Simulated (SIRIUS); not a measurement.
# Li2Se under changes of volume

One of the cells (18.406 Å³/atom); the others are scaled copies at fixed shape and fractional positions:

```xyz
3
Lattice="0.0000 3.0224 3.0224 3.0224 0.0000 3.0224 3.0224 3.0224 0.0000" Properties=species:S:1:pos:R:3 pbc="T T T"
Se    0.0000    0.0000    0.0000
Li    4.5336    4.5336    4.5336
Li    1.5112    1.5112    1.5112
```

```yaml
Program: SIRIUS 7.10.0
Functional: PBEsol
Potentials_or_basis: PseudoDojo 0.4.1 PBEsol standard (scalar relativistic)
Cutoff: 1177 eV
Density_cutoff: 4707 eV
k_mesh: 8 × 8 × 8
Occupations: fermi-dirac, width 0.05 eV
Spin: no spin polarisation
```

```csv
volume (Å³/atom),energy over the lowest point (meV/atom),pressure (GPa),gap on the mesh (eV)
16.962,1.79,1.2,2.79
17.323,0.03,0.4,2.81
17.684,0.00,-0.3,2.83
18.406,?,?,?
18.767,8.67,-2.1,2.87
19.128,14.03,-2.6,2.89
```

Question: What does the run at 18.406 Å³/atom give?

Answer: Energy over the lowest point 4.46 meV/atom; pressure -1.6 GPa; gap on the mesh 2.86 eV.

Worked out: A Birch-Murnaghan fit of order 3 (a polynomial in V^(-2/3)) to the other rows has its minimum at 17.51 Å³/atom with B0 = V·E''(V) = 35 GPa and B' = 3.9. It gives 4.46 meV/atom at 18.406 Å³/atom, against the run's 4.46, and -dE/dV = -1.6 GPa, against -1.6. A straight line through the other rows of the gap, of slope 0.799 eV per unit of ln V, gives 2.86 eV, against the run's 2.86.

Energies are extrapolated to zero smearing.

A mesh can miss the band edges. Spin-orbit coupling on Se is left out.
